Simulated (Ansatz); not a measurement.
# Lattice vibrations of BN at Γ at 18 GPa

Computed with DFT LDA, scalar-relativistic, plane waves, PAW (Ansatz 0.2.0). Cutoff 420 eV, 12×12×12 k-points (Γ-centred), fixed occupations. No spin polarisation. Phonons by linear response, acoustic sum rule imposed.

The cell, relaxed at 18 GPa:
```
CELL_PARAMETERS angstrom
1.22996 0.71012 2.64362
-1.22996 0.71012 2.64362
0.00000 -1.42024 2.64362
ATOMIC_POSITIONS crystal
B 0.00158 0.00158 0.00158
N 0.33085 0.33085 0.33085
```

The crystal is built of layers and no dispersion correction was added, so the binding between them is poorly described, and with it their spacing and whatever depends on it.

Optical modes at Γ (transverse, no macroscopic field); i marks an imaginary frequency:
```json
{"frequency (cm⁻¹)": "652", "degeneracy": "1", "IR intensity of the level ((D/Å)²/amu)": "6.74"}
{"frequency (cm⁻¹)": "1450", "degeneracy": "2", "IR intensity of the level ((D/Å)²/amu)": "52.41"}
```

All 3 optical modes at Γ are real: no displacement of atoms at fixed cell lowers the energy to second order. Strains and modes at other wave vectors aren't tested by this run.

| Property | Result |
| --- | --- |
| Electronic dielectric constant ε∞ (principal values) | 4.11, 5.54, 5.54 |
| Static dielectric constant ε0 (principal values) | 6.6, 7.5, 7.5 |
| Refractive index √ε∞, mean | 2.25 |
| Kohn–Sham gap on the mesh | 3.41 eV |
| Cost | 19 s on 1 thread of Intel(R) Xeon(R) 6975P-C (Granite Rapids), on a shared host, peak memory 0.53 GiB |

Born effective charges (e):
```
      atom Z*xx Z*yy Z*zz mean
B (atom 1)   2.63   2.63   1.34   2.20
N (atom 2)  -2.63  -2.63  -1.34  -2.20
```

This form isn't the usual stable structure of the compound at low pressure.